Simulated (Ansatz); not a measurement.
**BeO, response to strain**

The reference is BeO in the wurtzite structure (space group P6_3mc, No. 186; a = 2.712 Å, c = 4.405 Å). Axes: x lies along a and z along c of the hexagonal cell.

Strains are applied to the cell and any free atomic positions relax; under biaxial strain the out-of-plane vector relaxes too.

Level of theory: Ansatz (a first-principles code) PBE, spin-orbit coupling left out.

Candidates:
(a) biaxial strain −0.22 %, plane normal [001], relaxed out of plane
(b) isotropic strain −1.29 %
(c) tensor shear ε_yz = −2.55 %
(d) uniaxial strain ε_yy = −1.43 %
(e) biaxial strain −4.22 %, plane normal [001], relaxed out of plane

For the base:

```
Item       Result
--------  -------
Band gap  7.45 eV
```

**Question.** Order them by band gap, highest first.

**Answer.** (e) biaxial strain −4.22 %, plane normal [001], relaxed out of plane (7.89 eV), (b) isotropic strain −1.29 % (7.86 eV), (d) uniaxial strain ε_yy = −1.43 % (7.57 eV), (a) biaxial strain −0.22 %, plane normal [001], relaxed out of plane (7.50 eV), (c) tensor shear ε_yz = −2.55 % (7.30 eV)

No phonon test of stability was made.
